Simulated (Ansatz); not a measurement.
## A series in space group F-43m

All 4 crystals share space group F-43m (No. 216) and the same kinds of sites, 2 atoms in the primitive cell. They are database entries and needn't be the stable phases. The set is a selection: crystals with gaps under 0.25 eV or edges off the refined points were left out. Cells are relaxed by PAW under the functional.

Quantity: Kohn-Sham band edges (the gap between refined extrema, the direct gap on the fine mesh). Level: PBEsol, all-electron LAPW in Ansatz 0.2.0, scalar-relativistic.

```
crystal  cell (conventional)  fine k mesh  smearing (eV)  gap (eV)  least direct gap (eV)  electron conductivity mass (mₑ)  ε∞ without local fields (PAW)
   CdSe          a = 6.083 Å     12×12×12           none      0.48                   0.48                            0.048                           8.76
    SiC          a = 4.357 Å     16×16×16           none      1.24                   4.46                            0.286                           7.35
   BeTe          a = 5.606 Å     12×12×12           none      1.84                   3.61                            0.342                           8.15
   MgTe          a = 6.439 Å     10×10×10           none         ?                      ?                                ?                              ?
```

Question: What did the calculation give for MgTe?

Answer: gap = 2.35 eV, least direct gap = 2.35 eV, electron conductivity mass = 0.164 mₑ, ε∞ without local fields (PAW) = 6.23.

Limits of these numbers: no spin-orbit coupling on heavy atoms (CdSe, BeTe, MgTe); semilocal gaps are low, and light masses and ε∞ follow the gap; this zinc-blende form is metastable at ambient conditions (MgTe).
